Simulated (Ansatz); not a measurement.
Space group I4/mmm (No. 139). a = 3.190 Å, b = 3.190 Å, c = 7.821 Å, α = 90.00°, β = 90.00°, γ = 90.00°
| atom | site | symmetry | x | y | z |
| --- | --- | --- | --- | --- | --- |
| Si | 4e | 4mm | 0.0000 | 0.0000 | 0.3351 |
| Mo | 2a | 4/mmm | 0.0000 | 0.0000 | 0.0000 |

Equation of state of this Si$_{2}$Mo structure (not necessarily the ground state), with shape and atoms relaxed at each volume where symmetry leaves them free. It has no gap at any of these volumes. Theory: DFT PBEsol, scalar-relativistic, plane waves, PAW (Ansatz).

Plane waves to 420 eV, a k mesh through Γ of 18×18×18 on the computed 3-atom cell and Gaussian smearing (0.10 eV); no spin polarisation.

```tsv
V (Å³/atom)	E − E(largest V) (meV/atom)	P (GPa)
11.674	87.42	36.87
12.072	10.59	25.31
12.470	-39.74	15.48
12.868	-67.53	7.12
13.266	-76.12	-0.01
13.664	-68.39	-6.06
14.062	-46.79	-11.19
14.592	0.00	-16.85
```

Problem. Fit a third-order Birch–Murnaghan equation to E(V).

Solution. V0 = 13.27 Å³/atom, B0 = 218 GPa, B0' = 4.4.